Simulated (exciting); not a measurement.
The system is CaSe.

```
Se Ca
1.0
     0.00000    2.95600    2.95600
     2.95600    0.00000    2.95600
     2.95600    2.95600    0.00000
Se Ca
1 1
Direct
  0.50000 0.50000 0.50000
  0.00000 0.00000 0.00000
```

Base run:

```yaml
Program: exciting (release sodium)
Functional: PBE
Potentials_or_basis: all-electron LAPW+lo, shipped species files, valence relativity iora*
rgkmax: 9
k_mesh: 8 × 8 × 8
Occupations: gaussian, width 0.1 eV
Spin: no spin polarisation
```

Its results: band gap on the k mesh 2.04 eV, indirect (least direct gap 2.97 eV).

The run is repeated on the same cell with these changes: functional from PBE to PBEsol; occupations from gaussian, width 0.1 eV to gaussian, width 0.02 eV. What comes out?

Band gap on the k mesh 1.94 eV, indirect (least direct gap 2.89 eV).

A k mesh can miss the band edges.
